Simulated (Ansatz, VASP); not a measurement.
## One calculation of K, two programs

The input INCAR:

```
SYSTEM = K
PREC = Accurate
ENCUT = 600
EDIFF = 1E-6
ISMEAR = -1
SIGMA = 0.05
LREAL = .False.
LASPH = .True.
NELM = 60
ALGO = Fast
ISIF = 3
LWAVE = .False.
LCHARG = .False.
GGA = B5
ALDAX = 1.0
AGGAX = 1.0
AGGAC = 1.0
ALDAC = 0.0
IBRION = 2
NSW = 60
EDIFFG = -0.01
```

File KPOINTS:

```
Automatic mesh
0
Gamma
  7 7 7
  0 0 0
```

POSCAR

```
K
1.0
   -2.6975585167      2.6975585167      2.6975585167
    2.6975585167     -2.6975585167      2.6975585167
    2.6975585167      2.6975585167     -2.6975585167
K
1
Direct
    0.0000000000      0.0000000000      0.0000000000
```

input.yaml

```yaml
crystal:
  lattice:
    - [-2.6975585167, 2.6975585167, 2.6975585167]
    - [2.6975585167, -2.6975585167, 2.6975585167]
    - [2.6975585167, 2.6975585167, -2.6975585167]
  atoms:
    - { symbol: K, position: [0.0, 0.0, 0.0] }
hamiltonian:
  xc: blyp
  pseudopotentials: { kind: paw }
kpoints:
  mp_grid: { grid: [7, 7, 7] }
scf:
  occupations: { method: fermi_dirac, width: 0.05 }
output:
  forces: true
  stress: true
  eigenvalues: true
relax:
  f_tol: 0.01
  max_steps: 40
  cell: { stress_tol: 0.05 }
```

Alike in both runs: task relaxation of cell and atoms; functional BLYP; k mesh 7 × 7 × 7; occupations fermi-dirac, width 0.05 eV; no spin polarisation.

```csv
,VASP,Ansatz
version,VASP 6.6.1,Ansatz 0.2.0
potentials or method,"VASP PAW PBE potentials, release 64 (K_sv)",Ansatz PAW
plane-wave cutoff (eV),600,420
valence electrons in the cell,9,9
```

|  | VASP | Ansatz | Ansatz less VASP |
| --- | --- | --- | --- |
| gap on the k mesh at the Fermi level, each at its own relaxed structure (eV) | none | none | - |
| relaxed volume (Å³/atom) | 75.45 | 75.37 | -0.082 |
| relaxed cell length with the largest relative difference (Å) | 4.611 | 4.609 | -0.0017 |
| energy change over the relaxation (meV/atom) | -1 | -1 | 0.0 |

A gap of «none» marks a metal or a gap that the smearing closes.

Caveats: the PAW data sets were made with another functional, which shifts forces and pressure a little (VASP); the plane-wave basis is chosen anew once the cell has moved, so the energies of steps on either side of that aren't comparable (Ansatz); the PAW data sets come from PBE, with cores solved anew for the run's functional, which leaves a small shift of forces and pressure (Ansatz).
